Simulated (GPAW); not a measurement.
# Te2Mo (P6_3/mmc) in GPAW: a series of runs

One crystal, Te2Mo, is run at these levels: revPBE, BLYP, PBE; tasks: band structure.

All numbers are computed with GPAW 26.7.0; they aren't measurements. Logs are shortened: lines on timing, memory, paths and dates and some standing lists are left out, and cuts for length are marked. The log counts tension as positive stress, the text compression.

**What was measured.**

From “Broadband infrared study of pressure-tunable Fano resonance and metallization transition in 2H-MoTe2”, 2022, pmc:9569381, for a bulk crystal of Te2Mo at 300 K: band gap 0.88 ± 0.05 eV (indirect).

The runs below are set against these values where they give the same quantity.

## (1) Starting point

Symmetry: P6_3/mmc, No. 194, hexagonal system. Conventional cell: a = 3.518 Å, b = 3.518 Å, c = 13.974 Å, α = 90.00°, β = 90.00°, γ = 120.00°. Around Te (site symmetry 3m) lie 3 Mo at 2.72 Å. Around Mo (site symmetry -6m2) lie 6 Te at 2.72 Å.

## (2) Band structure, revPBE

Input file run.py:

```python
from ase.dft.bandgap import bandgap
from ase.io import read, write
from ase.units import Bohr, GPa
from gpaw import GPAW, PW
from gpaw.elf import elf_from_dft_calculation

atoms = read('Te2Mo.xyz')

calc = GPAW(mode=PW(600),
            xc='revPBE',
            kpts={'size': (9, 9, 2), 'gamma': True},
            occupations={'name': 'fermi-dirac', 'width': 0.05},
            nbands=46,
            convergence={'density': 1e-05, 'energy': 1e-05},
            maxiter=150,
            txt='gpaw.txt')
atoms.calc = calc
energy = atoms.get_potential_energy()
forces = atoms.get_forces()
stress = atoms.get_stress()
calc.write('gs.gpw')
write('result.traj', atoms)
print(f'Energy: {energy:.6f} eV')
print('Forces (eV/A):')
print(forces.round(4))
print('Stress (GPa):', (stress / GPa).round(3))
print('Fermi level:', round(calc.get_fermi_level(), 4), 'eV')
print(f'Gap: {bandgap(calc)[0]:.4f} eV, direct: {bandgap(calc, direct=True)[0]:.4f} eV')

# fields on the real-space grid
write('density.cube', atoms, data=calc.get_pseudo_density() * Bohr**3)
write('potential.cube', atoms, data=calc.get_electrostatic_potential())
write('elf.cube', atoms, data=elf_from_dft_calculation(calc).data)

path = atoms.cell.bandpath('GMKGALHA,LM,KH', npoints=80, eps=1e-4)
bs_calc = calc.fixed_density(kpts=path, symmetry='off', nbands=73,
                             convergence={'bands': 'CBM+6.0', 'eigenstates': 1e-6}, txt='bands.txt')
bs = bs_calc.band_structure()
bs.write('bs.json')
print(f'Gap on the path: {bandgap(bs_calc)[0]:.4f} eV')
```

Input file Te2Mo.xyz:

```xyz
6
Lattice="3.5182000000 0.0000000000 0.0000000000 -1.7591000000 3.0468505756 0.0000000000 0.0000000000 0.0000000000 13.9736000000" Properties=species:S:1:pos:R:3 pbc="T T T"
Te     1.7591000002      1.0156168584      5.2959944000
Te    -0.0000000002      2.0312337172     12.2827944000
Te     1.7591000002      1.0156168584      1.6908056000
Te    -0.0000000002      2.0312337172      8.6776056000
Mo     1.7591000002      1.0156168584     10.4802000000
Mo    -0.0000000002      2.0312337172      3.4934000000
```

Potentials or basis: the program's PAW data sets (release 1.2.1) made for this functional, pw.

Started as:

```bash
$ OMP_NUM_THREADS=1 python run.py
```

gpaw.txt:

```text
__  _  _
 | _ |_)|_||  |
 |__||  | ||/\| - 26.7.0

Input parameters:
  mode=PW(ecut=600.0),
  convergence={'density': 1e-05, 'energy': 1e-05},
  kpts=MonkhorstPack(size=(9, 9, 2), gamma=True),
  maxiter=150,
  nbands=46,
  occupations=Occupations(name='fermi-dirac', width=0.05),
  xc=XC(name='revPBE')

Diagonalizing LCAO Hamiltonian
Converting LCAO to pw mode

        Te

           Mo

        Te

           Te

        Mo

           Te

Atoms  # Å, Bohr magnetons
|   | symbol |         x |        y |         z |    initial magnetic moments |
|---|--------|-----------|----------|-----------|-----------------------------|
| 0 |     Te |  1.759100 | 1.015617 |  5.295994 | ( 0.0000,  0.0000,  0.0000) |
| 1 |     Te | -0.000000 | 2.031234 | 12.282794 | ( 0.0000,  0.0000,  0.0000) |
| 2 |     Te |  1.759100 | 1.015617 |  1.690806 | ( 0.0000,  0.0000,  0.0000) |
| 3 |     Te | -0.000000 | 2.031234 |  8.677606 | ( 0.0000,  0.0000,  0.0000) |
| 4 |     Mo |  1.759100 | 1.015617 | 10.480200 | ( 0.0000,  0.0000,  0.0000) |
| 5 |     Mo | -0.000000 | 2.031234 |  3.493400 | ( 0.0000,  0.0000,  0.0000) |

Unit cell  # Å
| periodic |         x |        y |         z |   lengths |     angles |
|----------|-----------|----------|-----------|-----------|------------|
|      yes |  3.518200 | 0.000000 |  0.000000 |  3.518200 |  90.000000 |
|      yes | -1.759100 | 3.046851 |  0.000000 |  3.518200 |  90.000000 |
|      yes |  0.000000 | 0.000000 | 13.973600 | 13.973600 | 120.000000 |

Number of symmetries: 12
Symmetry operations  # r_c * U_cc + t_c -> r_c
|    | kind |            matrix            |
|----|------|------------------------------|
|  0 |  σ   |  1, 1, 0,  0,-1, 0,  0, 0, 1 |
|  1 |  S6  |  1, 1, 0, -1, 0, 0,  0, 0,-1 |
|  2 |  E   |  1, 0, 0,  0, 1, 0,  0, 0, 1 |
|  3 |  C2  |  1, 0, 0, -1,-1, 0,  0, 0,-1 |
|  4 |  C2  |  0, 1, 0,  1, 0, 0,  0, 0,-1 |
|  5 |  C3  |  0, 1, 0, -1,-1, 0,  0, 0, 1 |
|  6 |  S6  |  0,-1, 0,  1, 1, 0,  0, 0,-1 |
|  7 |  σ   |  0,-1, 0, -1, 0, 0,  0, 0, 1 |
|  8 |  σ   | -1, 0, 0,  1, 1, 0,  0, 0, 1 |
|  9 |  i   | -1, 0, 0,  0,-1, 0,  0, 0,-1 |
| 10 |  C3  | -1,-1, 0,  1, 0, 0,  0, 0, 1 |
| 11 |  C2  | -1,-1, 0,  0, 1, 0,  0, 0,-1 |

BZ-sampling:
  Number of BZ points: 162
  Number of IBZ points: 24

  Monkhorst-Pack size: [9, 9, 2]
  Monkhorst-Pack shift: [0.0, 0.0, 0.25]

K-points  # in reciprocal-cell coordinates
|     |                                coordinates |     weight |
|-----|--------------------------------------------|------------|
|   0 | (  0.00000000,   0.00000000,   0.00000000) | 0.00617284 |
|   1 | (  0.00000000,   0.00000000,   0.50000000) | 0.00617284 |
|   2 | (  0.11111111,   0.00000000,   0.00000000) | 0.03703704 |
|   3 | (  0.11111111,   0.00000000,   0.50000000) | 0.03703704 |
|   4 | (  0.22222222,  -0.11111111,   0.00000000) | 0.03703704 |
|   5 | (  0.22222222,  -0.11111111,   0.50000000) | 0.03703704 |
|   6 | (  0.22222222,   0.00000000,   0.00000000) | 0.03703704 |
|   7 | (  0.22222222,   0.00000000,   0.50000000) | 0.03703704 |
|   8 | (  0.33333333,  -0.11111111,   0.00000000) | 0.07407407 |
|   9 | (  0.33333333,  -0.11111111,   0.50000000) | 0.07407407 |
| ... |                                            |            |
|  23 | (  0.44444444,   0.44444444,   0.50000000) | 0.03703704 |

Plane wave coefficients: 5038
Cutoff: 600.0 eV

Spin-components: 1 (collinear spins)
Bands:           46
Projectors:      32
Spin-degeneracy: 2
Datatype:        complex128

Parallelization:
  kpt:    1
  domain: 1
  band:   1

Density:
  Valence electrons: 52.0
  Components: 1
  Grid points: [20 20 80]
  Charge: 0.0  # |e|

Potential:
  Grid points: [20 20 80]

species:
  Te:
    name:    Tellurium
    Z:       52.0
    valence: 6
    core:    46
    charge:  0.0  # [|e|]
    compensation charges:
      type: gauss
      rc: 0.36  # [Å]
      lmax: 2
    cutoffs:
      filter: 2.09  # [Å]
      core: 3.17  # [Å]
    projectors
    | kind |    occ | energy [eV] | rcut [Å] |
    |------|--------|-------------|----------|
    |   5s |  2.000 |     -15.027 |    1.180 |
    |   5p |  4.000 |      -5.913 |    1.196 |
    |    s |        |      12.185 |    1.180 |
    |    p |        |      21.299 |    1.196 |
    |    d |        |       0.000 |    1.238 |

    Using partial waves for Te as LCAO basis

  Mo:
    name:    Molybdenum
    Z:       42.0
    valence: 14
    core:    28
    charge:  0.0  # [|e|]
    compensation charges:
      type: gauss
      rc: 0.38  # [Å]
      lmax: 2
    cutoffs:
      filter: 2.16  # [Å]
      core: 1.42  # [Å]
    projectors
    | kind |    occ | energy [eV] | rcut [Å] |
    |------|--------|-------------|----------|
    |   4s |  2.000 |     -64.252 |    1.238 |
    |   5s |  1.000 |      -3.999 |    1.238 |
    |   4p |  6.000 |     -38.444 |    1.296 |
    |   5p |  0.000 |      -1.008 |    1.296 |
    |   4d |  5.000 |      -3.700 |    1.296 |
    |    d |        |      23.512 |    1.296 |

    Using partial waves for Mo as LCAO basis

Reference energy: -959468.223304  # eV

eigensolver:
  PPCG
  Converge bands: occupied
  niter=2

density mixing:
  MSR1-Mixer
  Pratt-step length: 0.05
  Maximum mixing coefficient: 0.75
  Old densities: 10
  SVD Regularization: 0.005
  Good broyden scale: 1.0
  Trust region scale: 1.0
  Backstep threshold: 4.0
  History deletion threshold: 6.0
  Fourier metric: weight=20.0, sigma=0.015

occupation numbers:
  Fermi-Dirac:
    width: 0.0500  # eV

poisson solver:
  ecut: 4800.0  # eV

xc functional:
  name: revPBE with 2 nearest neighbor stencil

convergence criteria:
- Maximum integral of absolute [dens]ity change: 1e-05 electrons / valence electron
- Maximum [total energy] change in last 3 cyles: 1e-05 eV / valence electron
- Maximum integral of absolute [eigenst]ate change: 4e-08 eV^2 / valence electron
maximum number of iterations: 150

SCF iterations
|iter     | |      energy | eigst |  dens |
|---------|-|-------------|-------|-------|
|iter:   1| |  -35.941277 | +0.48 |       |
|iter:   2| |  -35.754914 | -1.41 | -1.09 |
|iter:   3| |  -35.073619 | -1.44 | -1.12 |
|iter:   4| |  -34.791767 | -1.73 | -1.36 |
|iter:   5| |  -34.737573 | -2.49 | -1.77 |
|iter:   6| |  -34.797154 | -2.99 | -2.09 |
|iter:   7| |  -34.738580 | -3.36 | -1.98 |
|iter:   8| |  -34.738683 | -4.95 | -2.92 |
|iter:   9| |  -34.738709c| -5.70 | -3.30 |
|iter:  10| |  -34.738709c| -6.95 | -4.08 |
|iter:  11| |  -34.738709c| -7.64c| -4.80 |
|iter:  12| |  -34.738709c| -7.97c| -5.25c|

Converged in 12 steps
Energy contributions relative to reference atoms: (reference = -959468.223304)

Energy contributions:
  Kinetic:          19.851976
  Coulomb:         -26.442508
  Zero:             -0.218624
  External:          0.000000
  Xc:              -27.929541
  Entropy:          -0.000024
  Spinorbit:         0.000000
  ----------------------------
  Free energy:     -34.738722
  Extrapolated:    -34.738709

dipole moment: (-0.000099, -0.000171, -0.000786)  # |e|*Ang

Fermi level: 8.576
Eigenvalues  # (at kpt = [0.000, 0.000, 0.000])
| band index |      eig [eV] | occ [0-2] |
|------------|---------------|-----------|
|          0 |       -52.661 |     2.000 |
|        ... |               |           |
|         18 |         6.398 |     2.000 |
|         19 |         7.161 |     2.000 |
|         20 |         7.163 |     2.000 |
|         21 |         7.163 |     2.000 |
|         22 |         7.198 |     2.000 |
|         23 |         7.198 |     2.000 |
[... 8 lines left out ...]
|         32 |        11.584 |     0.000 |
|         33 |        11.584 |     0.000 |
|        ... |               |           |
|         45 |        19.127 |     0.000 |

Gap: 0.790 eV
Transition (v -> c):
  (s=0, k=0, n=25, [0.00, 0.00, 0.00]) -> (s=0, k=14, n=26, [0.44, -0.22, 0.00])
Direct/indirect transitions are different
Direct gap: 1.030 eV
Transition at: (s=0, k=12, n=25, [0.33, 0.33, 0.00])

Forces  # eV/Ang
|        x |        y |        z |
|----------|----------|----------|
|  0.00000 |  0.00000 |  0.17505 |  # Te   0
|  0.00000 | -0.00000 |  0.17524 |  # Te   1
|  0.00000 |  0.00000 | -0.17524 |  # Te   2
|  0.00000 |  0.00000 | -0.17505 |  # Te   3
| -0.00000 | -0.00000 | -0.00007 |  # Mo   4
| -0.00000 |  0.00000 |  0.00007 |  # Mo   5

Stress tensor  # eV/Ang^3
|         x |         y |         z |
|-----------|-----------|-----------|
| -0.021944 |  0.000000 |  0.000000 |
|  0.000000 | -0.021944 | -0.000000 |
|  0.000000 | -0.000000 | -0.026837 |

# Writing to gs.gpw (mode='')
```

stdout:

```text
Energy: -34.738709 eV
Forces (eV/A):
[[ 0.000e+00  0.000e+00  1.751e-01]
 [ 0.000e+00 -0.000e+00  1.752e-01]
 [ 0.000e+00  0.000e+00 -1.752e-01]
 [ 0.000e+00  0.000e+00 -1.751e-01]
 [-0.000e+00 -0.000e+00 -1.000e-04]
 [-0.000e+00  0.000e+00  1.000e-04]]
Stress (GPa): [-3.516 -3.516 -4.3   -0.     0.     0.   ]
Fermi level: 8.5763 eV
Gap: 0.7896 eV, direct: 1.0299 eV
Gap on the path: 0.7191 eV
```

Run time: 5.2 min. Hardware: 1 thread of Arm Neoverse V2, shared host; peak memory 0.92 GiB.

Results:

```
Free energy             : -34.7387 eV
Pressure                : 3.8 GPa
Largest force           : 0.175 eV/Å
Band gap on the k mesh  : 0.79 eV, indirect (least direct gap 1.03 eV)
Band gap along the path : 0.72 eV, indirect (least direct gap 1.03 eV)
```

Forces in eV/Å, atoms in the order of the input:
```
Te   0.000  0.000  0.175
Te   0.000  0.000  0.175
Te   0.000  0.000 -0.175
Te   0.000  0.000 -0.175
Mo   0.000  0.000  0.000
Mo   0.000  0.000  0.000
```

Stress tensor (GPa, compression positive):
```
3.52 0.00 0.00
0.00 3.52 0.00
0.00 0.00 4.30
```

Levels at the corners of the path, in eV from the valence-band top:
```
point  band 23  band 24  band 25  band 26  band 27  band 28  band 29  band 30
    Γ    -1.01    -1.01    -0.33     0.00     2.90     2.90     3.03     3.03
    M    -1.01    -0.95    -0.61    -0.32     1.25     1.31     1.45     1.77
    K    -1.82    -1.82    -0.30    -0.07     0.96     0.96     1.18     2.17
    Γ    -1.01    -1.01    -0.33     0.00     2.90     2.90     3.03     3.03
    A    -1.02    -1.02    -0.08    -0.08     2.94     2.94     2.94     2.94
    L    -0.96    -0.96    -0.47    -0.47     1.28     1.28     1.63     1.63
    H    -1.97    -1.97    -0.20    -0.20     0.97     0.97     1.63     1.63
    A    -1.02    -1.02    -0.08    -0.08     2.94     2.94     2.94     2.94
    L    -0.96    -0.96    -0.47    -0.47     1.28     1.28     1.63     1.63
    M    -1.01    -0.95    -0.61    -0.32     1.25     1.31     1.45     1.77
    K    -1.82    -1.82    -0.30    -0.07     0.96     0.96     1.18     2.17
    H    -1.97    -1.97    -0.20    -0.20     0.97     0.97     1.63     1.63
```

Caveat: spin-orbit coupling is left out, which moves the levels of the heavy elements; this functional lacks dispersion, which binds the layers, so the pressure and a relaxed spacing across them are unreliable.

## (3) Band structure, BLYP

Input file run.py:

```python
from ase import Atoms
from ase.dft.bandgap import bandgap
from ase.io import write
from ase.units import GPa
from gpaw import GPAW, PW, setup_paths

setup_paths.insert(0, '.')

atoms = Atoms(['Te', 'Te', 'Te', 'Te', 'Mo', 'Mo'],
              cell=[[3.5182, 0.0, 0.0],
                    [-1.7591, 3.0468505756, 0.0],
                    [0.0, 0.0, 13.9736]],
              scaled_positions=[[0.6666666667, 0.3333333333, 0.379],
                                [0.3333333333, 0.6666666667, 0.879],
                                [0.6666666667, 0.3333333333, 0.121],
                                [0.3333333333, 0.6666666667, 0.621],
                                [0.6666666667, 0.3333333333, 0.75],
                                [0.3333333333, 0.6666666667, 0.25]],
              pbc=True)

calc = GPAW(mode=PW(600),
            xc='BLYP',
            kpts={'size': (9, 9, 2), 'gamma': True},
            occupations={'name': 'fermi-dirac', 'width': 0.05},
            nbands=46,
            convergence={'density': 1e-05, 'energy': 1e-05},
            eigensolver='davidson',
            maxiter=150,
            txt='gpaw.txt')
atoms.calc = calc
energy = atoms.get_potential_energy()
forces = atoms.get_forces()
stress = atoms.get_stress()
calc.write('gs.gpw')
write('result.traj', atoms)
print(f'Energy: {energy:.6f} eV')
print('Forces (eV/A):')
print(forces.round(4))
print('Stress (GPa):', (stress / GPa).round(3))
print('Fermi level:', round(calc.get_fermi_level(), 4), 'eV')
print(f'Gap: {bandgap(calc)[0]:.4f} eV, direct: {bandgap(calc, direct=True)[0]:.4f} eV')

path = atoms.cell.bandpath('GMKGALHA,LM,KH', npoints=80, eps=1e-4)
bs_calc = calc.fixed_density(kpts=path, symmetry='off', nbands=73,
                             convergence={'bands': 'CBM+6.0', 'eigenstates': 1e-6}, txt='bands.txt')
bs = bs_calc.band_structure()
bs.write('bs.json')
print(f'Gap on the path: {bandgap(bs_calc)[0]:.4f} eV')
```

Potentials or basis: PAW data sets generated in the run's folder for this functional, pw.

Started as:

```bash
$ gpaw-setup -f BLYP Mo Te
$ OMP_NUM_THREADS=1 python run.py
```

It took 5.1 min on 1 thread of Arm Neoverse V2, shared host; peak memory 0.9 GiB.

The run converged. Its results:

```
Free energy             : -31.1001 eV
Pressure                : 8.2 GPa
Largest force           : 0.348 eV/Å
Band gap on the k mesh  : 0.81 eV, indirect (least direct gap 1.03 eV)
Band gap along the path : 0.73 eV, indirect (least direct gap 1.03 eV)
```

Forces on the atoms (eV/Å):
```
Te   0.000  0.000  0.348
Te   0.000  0.000  0.348
Te   0.000  0.000 -0.348
Te   0.000  0.000 -0.348
Mo   0.000  0.000  0.000
Mo   0.000  0.000  0.000
```

Stress tensor (GPa, compression positive):
```
8.54 0.00 0.00
0.00 8.54 0.00
0.00 0.00 7.56
```

Levels at the corners of the path, in eV from the valence-band top:
```csv
point,band 22,band 23,band 24,band 25,band 26,band 27,band 28,band 29,band 30,band 31
Γ,-1.03,-1.03,-1.00,-0.34,0.00,2.83,2.83,2.97,2.97,3.04
M,-1.81,-0.91,-0.88,-0.63,-0.35,1.21,1.27,1.43,1.74,2.63
K,-3.07,-1.84,-1.84,-0.30,-0.09,0.94,0.94,1.22,2.17,2.26
Γ,-1.03,-1.03,-1.00,-0.34,0.00,2.83,2.83,2.97,2.97,3.04
A,-1.05,-1.05,-1.05,-0.08,-0.08,2.87,2.87,2.87,2.87,3.19
L,-1.92,-0.88,-0.88,-0.49,-0.49,1.24,1.24,1.60,1.60,3.08
H,-2.69,-2.00,-2.00,-0.21,-0.21,0.95,0.95,1.66,1.66,2.32
A,-1.05,-1.05,-1.05,-0.08,-0.08,2.87,2.87,2.87,2.87,3.19
L,-1.92,-0.88,-0.88,-0.49,-0.49,1.24,1.24,1.60,1.60,3.08
M,-1.81,-0.91,-0.88,-0.63,-0.35,1.21,1.27,1.43,1.74,2.63
K,-3.07,-1.84,-1.84,-0.30,-0.09,0.94,0.94,1.22,2.17,2.26
H,-2.69,-2.00,-2.00,-0.21,-0.21,0.95,0.95,1.66,1.66,2.32
```

Caveat: spin-orbit coupling is left out, which moves the levels of the heavy elements; this functional lacks dispersion, which binds the layers, so the pressure and a relaxed spacing across them are unreliable.

## (4) Band structure, PBE

Input file run.py:

```python
from ase.dft.bandgap import bandgap
from ase.io import read, write
from ase.units import GPa
from gpaw import GPAW, PW

atoms = read('POSCAR')

calc = GPAW(mode=PW(600),
            xc='PBE',
            kpts={'size': (9, 9, 2), 'gamma': True},
            occupations={'name': 'fermi-dirac', 'width': 0.05},
            nbands=46,
            convergence={'density': 1e-05, 'energy': 1e-05},
            maxiter=150,
            txt='gpaw.txt')
atoms.calc = calc
energy = atoms.get_potential_energy()
forces = atoms.get_forces()
stress = atoms.get_stress()
calc.write('gs.gpw')
write('result.traj', atoms)
print(f'Energy: {energy:.6f} eV')
print('Forces (eV/A):')
print(forces.round(4))
print('Stress (GPa):', (stress / GPa).round(3))
print('Fermi level:', round(calc.get_fermi_level(), 4), 'eV')
print(f'Gap: {bandgap(calc)[0]:.4f} eV, direct: {bandgap(calc, direct=True)[0]:.4f} eV')

path = atoms.cell.bandpath('GMKGALHA,LM,KH', npoints=80, eps=1e-4)
bs_calc = calc.fixed_density(kpts=path, symmetry='off', nbands=73,
                             convergence={'bands': 'CBM+6.0', 'eigenstates': 1e-6}, txt='bands.txt')
bs = bs_calc.band_structure()
bs.write('bs.json')
print(f'Gap on the path: {bandgap(bs_calc)[0]:.4f} eV')
```

Input file POSCAR:

```
Te2Mo
1.0
    3.5182000000      0.0000000000      0.0000000000
   -1.7591000000      3.0468505756      0.0000000000
    0.0000000000      0.0000000000     13.9736000000
Te Mo
4 2
Direct
    0.6666666667      0.3333333333      0.3790000000
    0.3333333333      0.6666666667      0.8790000000
    0.6666666667      0.3333333333      0.1210000000
    0.3333333333      0.6666666667      0.6210000000
    0.6666666667      0.3333333333      0.7500000000
    0.3333333333      0.6666666667      0.2500000000
```

Potentials or basis: GPAW PAW data sets (gpaw-data 1.2.1), pw.

Started as:

```bash
$ OMP_NUM_THREADS=1 python run.py
```

It took 5.2 min on 1 thread of Arm Neoverse V2, shared host; peak memory 0.92 GiB.

The run converged. Its results:

| Quantity | Value |
| --- | --- |
| Free energy | -36.9992 eV |
| Pressure | 2.3 GPa |
| Largest force | 0.104 eV/Å |
| Band gap on the k mesh | 0.77 eV, indirect (least direct gap 1.03 eV) |
| Band gap along the path | 0.70 eV, indirect (least direct gap 1.03 eV) |

Forces in eV/Å, atoms in the order of the input:
```
Te   0.000  0.000  0.103
Te   0.000  0.000  0.104
Te   0.000  0.000 -0.104
Te   0.000  0.000 -0.103
Mo   0.000  0.000  0.000
Mo   0.000  0.000  0.000
```

Stress tensor (GPa, compression positive):
```
2.10 0.00 0.00
0.00 2.10 0.00
0.00 0.00 2.71
```

Levels at the corners of the path, in eV from the valence-band top:
| point | band 24 | band 25 | band 26 | band 27 | band 28 | band 29 |
| --- | --- | --- | --- | --- | --- | --- |
| Γ | -1.01 | -0.32 | 0.00 | 2.90 | 2.90 | 3.03 |
| M | -0.96 | -0.61 | -0.33 | 1.25 | 1.30 | 1.44 |
| K | -1.82 | -0.31 | -0.07 | 0.95 | 0.95 | 1.16 |
| Γ | -1.01 | -0.32 | 0.00 | 2.90 | 2.90 | 3.03 |
| A | -1.03 | -0.08 | -0.08 | 2.93 | 2.93 | 2.93 |
| L | -0.97 | -0.47 | -0.47 | 1.27 | 1.27 | 1.62 |
| H | -1.97 | -0.22 | -0.22 | 0.96 | 0.96 | 1.62 |
| A | -1.03 | -0.08 | -0.08 | 2.93 | 2.93 | 2.93 |
| L | -0.97 | -0.47 | -0.47 | 1.27 | 1.27 | 1.62 |
| M | -0.96 | -0.61 | -0.33 | 1.25 | 1.30 | 1.44 |
| K | -1.82 | -0.31 | -0.07 | 0.95 | 0.95 | 1.16 |
| H | -1.97 | -0.22 | -0.22 | 0.96 | 0.96 | 1.62 |

Caveat: spin-orbit coupling is left out, which moves the levels of the heavy elements; this functional lacks dispersion, which binds the layers, so the pressure and a relaxed spacing across them are unreliable.

(Continued in part 2 of 2.)
